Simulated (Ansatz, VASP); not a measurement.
# One calculation of Mg2Ge, two programs

```
Ge Mg
1.0
     0.00000    3.21012    3.21012
     3.21012    0.00000    3.21012
     3.21012    3.21012    0.00000
Ge Mg
1 2
Direct
  0.00000 0.00000 0.00000
  0.75000 0.75000 0.75000
  0.25000 0.25000 0.25000
```

Change from the starting cell: volume scaled by 1.02.

Alike in both runs: task single point; functional PBEsol; k mesh 7 × 7 × 7; occupations fermi-dirac, width 0.05 eV; no spin polarisation.

```csv
,VASP,Ansatz
version,VASP 6.6.1,Ansatz 0.2.0
potentials or method,"VASP PAW PBE potentials, release 64 (Ge_d, Mg)",Ansatz PAW
plane-wave cutoff (eV),520,420
valence electrons in the cell,18,34
```

Ansatz gave:

```
gap on the k mesh at the Fermi level (eV) : 0.24
least direct gap on the mesh (eV)         : 0.89
pressure (GPa)                            : -1.3
```

Question: Estimate VASP's values.

Answer: gap on the k mesh at the Fermi level (eV): 0.24; least direct gap on the mesh (eV): 0.89; pressure (GPa): -1.5.

The functional is the same, so the differences come from potentials, cutoffs and numerics. The two sets of potentials don't hold the same shells in valence.

Caveats: the PAW data sets were made with another functional, which shifts forces and pressure a little (VASP); an odd mesh through Γ misses points on the zone boundary, where band edges often lie (VASP); odd divisions of the mesh miss points on the zone boundary, where band edges often lie, so the gap on the mesh can be too wide (Ansatz); the PAW data sets come from PBE, with cores solved anew for the run's functional, which leaves a small shift of forces and pressure (Ansatz).
